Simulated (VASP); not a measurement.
# MgO: convergence, electron localisation function

MgO, Fm-3m (no. 225), 2 atoms in the cell. LDA, electron localisation function; PAW potentials Mg, O (LDA set). VASP 6.6.1.

Wanted: ELF midway between neighbours within 0.01; largest ELF farther than 0.7 Å from a nucleus within 0.02.

ELF midway between neighbours: taken midway between the nearest atoms of each pair of elements, bonded or not: Mg-O (2.10 Å), Mg-Mg (2.97 Å), O-O (2.97 Å). Largest ELF farther than 0.7 Å from a nucleus: the largest value farther than 0.7 Å from every nucleus, which can lie in a semicore shell.

POSCAR:
```
MgO
1.0
    0.0000000000      2.0970013927      2.0970013927
    2.0970013927      0.0000000000      2.0970013927
    2.0970013927      2.0970013927      0.0000000000
Mg O
1 1
Direct
    0.0000000000      0.0000000000      0.0000000000
    0.5000000000      0.5000000000      0.5000000000
```

The series start from Cutoff ENCUT (eV): 500; k mesh: 8 × 8 × 8; PREC: Accurate; SCF threshold EDIFF (eV): 1e-6; LREAL: no. Each series keeps the choices made before it, and each single choice may use up half of a tolerance.

## Cutoff ENCUT (eV)

| Cutoff ENCUT (eV) | ELF midway between neighbours, largest deviation | Largest ELF farther than 0.7 Å from a nucleus | SCF iterations | Time (s) |
|---|---|---|---|---|
| 250 | 0.044 | 0.825 | 11 | 1.0 |
| 300 | 0.032 | 0.831 | 11 | 1.3 |
| 350 | 0.015 | 0.829 | 11 | 1.3 |
| 400 | 0.005 | 0.827 | 11 | 1.5 |
| 500 | 0.006 | 0.832 | 11 | 1.6 |
| 600 | 0.003 | 0.833 | 11 | 1.6 |
| 750 (reference) | 0.000 | 0.829 | 11 | 2.4 |

Chosen: 600, the loosest value from which every tighter one stays within half of the tolerance.

## k mesh

| k mesh | ELF midway between neighbours, largest deviation | Largest ELF farther than 0.7 Å from a nucleus | SCF iterations | Time (s) |
|---|---|---|---|---|
| 4 × 4 × 4 | 0.001 | 0.833 | 11 | 1.3 |
| 5 × 5 × 5 | 0.000 | 0.833 | 11 | 1.1 |
| 6 × 6 × 6 | 0.001 | 0.833 | 11 | 1.3 |
| 8 × 8 × 8 | 0.000 | 0.833 | 11 | 1.6 |
| 10 × 10 × 10 | 0.000 | 0.833 | 11 | 2.3 |
| 12 × 12 × 12 (reference) | 0.000 | 0.833 | 11 | 3.1 |

Chosen: 4 × 4 × 4.

## PREC

| PREC | ELF midway between neighbours, largest deviation | Largest ELF farther than 0.7 Å from a nucleus | SCF iterations | Time (s) |
|---|---|---|---|---|
| Normal | 0.018 | 0.831 | 11 | 1.0 |
| Accurate (reference) | 0.000 | 0.833 | 11 | 1.3 |

Chosen: Accurate; the one before it in the list is off by more than half of the tolerance.

## SCF threshold EDIFF (eV)

| SCF threshold EDIFF (eV) | ELF midway between neighbours, largest deviation | Largest ELF farther than 0.7 Å from a nucleus | SCF iterations | Time (s) |
|---|---|---|---|---|
| 0.001 | 0.000 | 0.833 | 9 | 1.1 |
| 0.0001 | 0.000 | 0.833 | 11 | 1.2 |
| 1e-5 | 0.000 | 0.833 | 11 | 1.1 |
| 1e-6 | 0.000 | 0.833 | 11 | 1.3 |
| 1e-7 (reference) | 0.000 | 0.833 | 12 | 1.3 |

Chosen: 0.001.

## LREAL

| LREAL | ELF midway between neighbours, largest deviation | Largest ELF farther than 0.7 Å from a nucleus | SCF iterations | Time (s) |
|---|---|---|---|---|
| no | 0.000 | 0.833 | 9 | 1.1 |
| Auto | 0.000 | 0.833 | 9 | 1.3 |

Chosen: no; no other choice that stays within half of the tolerance saves 30 % of the time.

## All choices together

| Input | ELF midway between neighbours, largest deviation | Largest ELF farther than 0.7 Å from a nucleus | Time (s) |
|---|---|---|---|
| program defaults, k points 0.5 per Å apart (naive) | 0.003 | 0.827 | 0.7 |
| chosen settings | 0.003 | 0.833 | 1.1 |
| reference settings throughout | 0.000 | 0.829 | 5.8 |

The tolerance is met.

Values of the reference run: ELF midway between neighbours: 0.6794, 0.0938, 0.0938.

## The input

INCAR:
```
ALGO = Normal ; EDIFF = 0.001
ENCUT = 600 ; GGA = CA
ISMEAR = 0 ; LASPH = T
LCHARG = F ; LELF = T
LREAL = F ; LWAVE = F
NBANDS = 11 ; NELM = 120
NPAR = 1 ; PREC = Accurate
SIGMA = 0.02
```

KPOINTS:
```
Automatic mesh
0
Gamma
  4 4 4
  0 0 0
```

Commands:
```
cat potpaw_LDA.64/Mg/POTCAR potpaw_LDA.64/O/POTCAR > POTCAR
mpirun -np 2 vasp_std > vasp.out
```

The naive input happens to agree within the tolerance here, in 0.7 s.

The chosen input took VASP 6.6.1 1.1 s on 2 cores (Intel Xeon 6975P-C (Granite Rapids)), a shared host.

## An input that fails: ELF asked with k-point parallelism

VASP's message: ELF: KPAR>1 not implemented, sorry.

Changes against the starting input:
```
+ KPAR = 2
```
